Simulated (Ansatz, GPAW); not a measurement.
**One calculation of CuAu3, 3 ways**

```
Au Cu
1.0
     3.98000    0.00000    0.00000
     0.00000    3.98000    0.00000
     0.00000    0.00000    3.98000
Au Cu
3 1
Direct
  0.50000 0.50000 0.00000
  0.50000 0.00000 0.50000
  0.00000 0.50000 0.50000
  0.00000 0.00000 0.00000
```

Alike in all runs: task equation of state; functional LDA; k mesh 7 × 7 × 7; occupations fermi-dirac, width 0.05 eV; no spin polarisation; no spin-orbit coupling. LDA stands for any of its common fits.

```csv
program and potentials,plane-wave cutoff (eV),notes,equilibrium volume (Å³/atom),bulk modulus (GPa)
"Ansatz, Ansatz PAW",420,"potentials made for PBE, which Ansatz adapts in part",15.24,194.6
"GPAW, the program's PAW data sets (release 1.2.1) made for this functional",600,-,15.52,191.5
"Ansatz, all-electron LAPW, scalar-relativistic",-,-,?,?
```

Task: Estimate from the other rows what the run with Ansatz, all-electron LAPW, scalar-relativistic gave.

Result: Equilibrium volume 15.24 Å³/atom; bulk modulus 194.5 GPa. The other rows, which needn't bracket it: equilibrium volume 15.24 to 15.52; bulk modulus 191.5 to 194.6.
